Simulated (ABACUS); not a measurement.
Runs of ABACUS 3.10.1 on Al. Symmetry: Fm-3m, No. 225, cubic system. The conventional cell has a = 4.050 Å, b = 4.050 Å, c = 4.050 Å, α = 90.00°, β = 90.00°, γ = 90.00°. Al (site symmetry m-3m) is surrounded by 12 Al at 2.86 Å. 

| task | level | potentials or basis | cell | k mesh | cutoff (eV) | orbital files | path | points for each segment of the path | SCF threshold on the density | eigensolver | mesh quality | gap on the mesh (eV) | pressure (GPa) |
| --- | --- | --- | --- | --- | --- | --- | --- | --- | --- | --- | --- | --- | --- |
| single point | BLYP | PseudoDojo NC SR 0.4.1 PBE standard, plane waves | as given | 9 × 9 × 9 | 558 | - | - | - | 1e-08 | dav | not flagged | none | 4.5 |
| relaxation of cell and atoms | HLE16 | PseudoDojo NC SR 0.5 PBE stringent, plane waves | relaxed | 9 × 9 × 9 | 558 | - | - | - | 1e-08 | dav | not flagged | none | 0.0 |
| single point | HLE16 | PseudoDojo NC SR 0.5 PBE stringent, plane waves | as given | 9 × 9 × 9 | 558 | - | - | - | 1e-08 | dav | not flagged | none | -24.7 |
| single point | MS2 | SG15 ONCV 1.2 PBE, plane waves | as given | 7 × 7 × 7 | 939 | - | - | - | 1e-08 | dav | coarse | none | 148.3 |
| single point | LDA | GBRV ultrasoft 1.5 LDA, plane waves | as given | 9 × 9 × 9 | 544 | - | - | - | 1e-08 | dav | not flagged | none | -3.5 |
| single point | PW91 | PseudoDojo NC SR 0.4.1 PBE standard, plane waves | as given | 9 × 9 × 9 | 558 | - | - | - | 1e-08 | dav | not flagged | none | (a) |

Alike in all rows: no spin polarisation; smearing fermi-dirac 0.05 eV.

**Question.** Estimate the missing entries.

**Answer.** (a) 0.4.

Caveats: some runs use coarse meshes; the potentials were made for another functional, which shifts forces and pressure (some runs); the potentials were made for a functional far from this one (some runs); so large a pressure means that the cell lies far from this level's equilibrium, or that cutoff or potentials fall short (some runs); a pressure of tens of GPa on the cell as given is suspect, and the run, the potentials or the cell itself is likely at fault (some runs).

A gap of «none» marks a metal or a gap under the smearing width.

The runs don't all hold the same shells in valence.
